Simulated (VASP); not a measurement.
Set up this calculation in VASP 6.6.1, as the native input.

- Task: single point
- Functional: LDA
- Potentials or basis: VASP PAW LDA potentials, release 64 (Ba_sv)
- Cutoff: 520 eV
- k mesh: 5 × 5 × 5, shifted
- Occupations: tetrahedron
- Spin: non-collinear spin, zero start, spin-orbit coupling
- Starting moments: [[0.0, 0.0, 0.0]] μB
- Dipole correction: no
- Further INCAR settings: ALGO = Normal; EDIFF = 1e-06; NBANDS = 21; ISYM = -1

The structure of Ba lies in POSCAR:

```
Ba
1.0
   -0.0059747451      3.0299697238      3.0299697238
    3.0299697238     -0.0059747451      3.0299697238
    3.0299697238      3.0299697238     -0.0059747451
Ba
1
Direct
    0.0000000000      0.0000000000      0.0000000000
```

This isn't the form of Ba at room conditions, which is bcc.

One way to write it, as run:

INCAR

```
PREC     = Accurate       # precision mode
ENCUT    = 520            # plane-wave cutoff, eV
EDIFF    = 1E-6           # SCF threshold, eV
ISMEAR   = -5             # smearing method
SIGMA    = 0.05           # smearing width, eV
LREAL    = False          # projectors in reciprocal space
LASPH    = True           # aspherical terms in the spheres
NELM     = 150            # most SCF steps
ALGO     = Normal         # electronic algorithm
ISIF     = 2              # what is computed and relaxed
LWAVE    = False          # write WAVECAR
LCHARG   = False          # write CHGCAR
LNONCOLLINEAR= True           # non-collinear magnetism
MAGMOM   = 0 0 0          # initial moments
LORBIT   = 11             # projections on sites
LSORBIT  = True           # spin-orbit coupling
GGA_COMPAT= False        
LORBMOM  = True         
GGA      = CA             # functional
NBANDS   = 21             # bands
ISYM     = -1
```

KPOINTS

```
Automatic mesh
0
Gamma
  5 5 5
  0.5 0.5 0.5
```

Potentials or basis: VASP PAW LDA potentials, release 64 (Ba_sv).

The run is started by

```sh
$ cat potpaw_LDA.64/Ba_sv/POTCAR > POTCAR
$ mpirun -np 1 vasp_ncl > vasp.out
```

It gave:

* Pressure: 0.0 GPa
* Net moment: 0.00 μB per cell
* Valence electrons inside the program's atomic spheres: Ba 7.93

Wall time 3.4 min on 1 thread of Intel(R) Xeon(R) Platinum 8259CL CPU @ 2.50GHz (Skylake/Cascade Lake) (shared host), peak memory 0.36 GiB.
